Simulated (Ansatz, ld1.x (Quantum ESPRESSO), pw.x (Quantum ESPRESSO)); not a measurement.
# Equation-of-state test of one RRKJ potential (boron (B))

```json
{
 "Element": "B",
 "Generator": "ld1.x (Quantum ESPRESSO) 7.5",
 "Type": "norm-conserving RRKJ (Kleinman–Bylander form)",
 "Functional": "PBE",
 "Relativity": "scalar-relativistic",
 "Frozen core": "[He]",
 "Valence charge": "3",
 "Reference configuration": "2s2 2p1",
 "Partial waves": "2s (bound): rc 1.60 bohr; 2p (bound): rc 3.30 bohr; 3d channel at 0.2 Ry: rc 2.65 bohr",
 "Local potential": "all-electron potential smoothed inside 1.60 bohr (lloc = -2)",
 "Core correction": "a·sin(br)/r model core inside 1.15 bohr"
}
```

Crystal test: bcc B in pw.x 7.5, no spin, 18³ k-points, Fermi–Dirac smearing 0.01 Ry, cutoffs 50/200 Ry. The lattice is a test structure that the element need not adopt, and mesh and smearing are coarse.

pw.x input:

```
&control
  calculation='scf', prefix='x', pseudo_dir='./', outdir='./tmp', tstress=.true., disk_io='none'
/
&system
  ibrav=0, nat=1, ntyp=1, ecutwfc=50, ecutrho=200, nbnd=8,
  occupations='smearing', smearing='fd', degauss=0.01
/
&electrons
  conv_thr=1e-09, mixing_beta=0.4, electron_maxstep=70
/
ATOMIC_SPECIES
B 1.0 B.UPF
CELL_PARAMETERS angstrom
  -1.15592406 1.15592406 1.15592406
  1.15592406 -1.15592406 1.15592406
  1.15592406 1.15592406 -1.15592406
ATOMIC_POSITIONS crystal
B 0.0000 0.0000 0.0000
K_POINTS automatic
18 18 18 0 0 0
```

```bash
pw.x < B.scf.in > B.scf.out
```

Problem. How does the run end?

Solution. It converges; the pressure is -53.93 GPa against -1.02 GPa from all-electron LAPW. The largest radius (3.30 bohr) exceeds half the bond length (1.89 bohr), so the spheres overlap, which is one possible source of error among others. This is a poor potential for the solid. The pseudo pressure rises with volume over the whole range, a mechanical instability. Atomic configuration tests: 1 of 7 tests not solved or not reliable. The log shows:

```
Message from routine setup:
     using ibrav=0 with symmetry is DISCOURAGED, use correct ibrav instead
     lattice parameter (alat)  =       3.7835  a.u.
     unit-cell volume          =      41.6912 (a.u.)^3
     number of electrons       =         3.00
     number of Kohn-Sham states=            8
     kinetic-energy cutoff     =      50.0000  Ry
     charge density cutoff     =     200.0000  Ry
     scf convergence threshold =      1.0E-09
     Exchange-correlation= PBE
     number of k points=   195  Fermi-Dirac smearing, width (Ry)=  0.0100
     iteration #  1     ecut=    50.00 Ry     beta= 0.40
     total energy              =      -5.55275312 Ry
     estimated scf accuracy    <       0.00417852 Ry
     iteration #  2     ecut=    50.00 Ry     beta= 0.40
     total energy              =      -5.55261613 Ry
     estimated scf accuracy    <       0.00141920 Ry
     iteration #  3     ecut=    50.00 Ry     beta= 0.40
     total energy              =      -5.55264117 Ry
     estimated scf accuracy    <       0.00000161 Ry
     iteration #  4     ecut=    50.00 Ry     beta= 0.40
     total energy              =      -5.55264123 Ry
     estimated scf accuracy    <       0.00000003 Ry
     iteration #  5     ecut=    50.00 Ry     beta= 0.40
     the Fermi energy is    13.4452 ev
!    total energy              =      -5.55264124 Ry
     estimated scf accuracy    <          2.7E-11 Ry
     smearing contrib. (-TS)   =      -0.00102974 Ry
     The total energy is F=E-TS. E is the sum of the following terms:
     one-electron contribution =       4.14986639 Ry
     hartree contribution      =       0.00720858 Ry
     xc contribution           =      -2.21156994 Ry
     ewald contribution        =      -7.49711653 Ry
     convergence has been achieved in   5 iterations
          total   stress  (Ry/bohr**3)                   (kbar)     P=     -539.33
     Message from routine punch:
     Nothing written, as per user request (disk_io='none')
```
